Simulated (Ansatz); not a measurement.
# Worked example: MgH(NH2) + C3H9N → Mg(NH2)2 + C3H8

Species: MgH(NH2), singlet; C3H9N `CCCN`, singlet; Mg(NH2)2, singlet; C3H8 (propane) `CCC`, singlet. The partners trade H for NH2: Mg–H and C–NH2 bonds give way to Mg–NH2 and C–H.

Shapes, held fixed at every level: PBE0-D4/def2-TZVP. Flexible molecules stand in one conformer, not always the lowest. Programs: Ansatz 0.2.0. Electronic energies: no zero-point or thermal term.

At CCSD(T)/def2-TZVPP; 1 Eh = 2625.50 kJ/mol:

```
 species  energy (Eh)
MgH(NH2)  -256.289813
   C3H9N  -174.182789
Mg(NH2)2  -311.606240
    C3H8  -118.915650
```

Q: Work out ΔE of the reaction at this level.

A: 
1. Products less reactants: (-311.606240) + (-118.915650) − [(-256.289813) + (-174.182789)] = -0.049288 Eh = -129.4 kJ/mol.

Other levels give -135.3 (B2PLYP/def2-TZVPP) to -121.5 kJ/mol (PBE-D4/def2-TZVPP). No measured value is set beside it here. Outer-core shells of Mg are correlated, in sets that cover them unevenly.
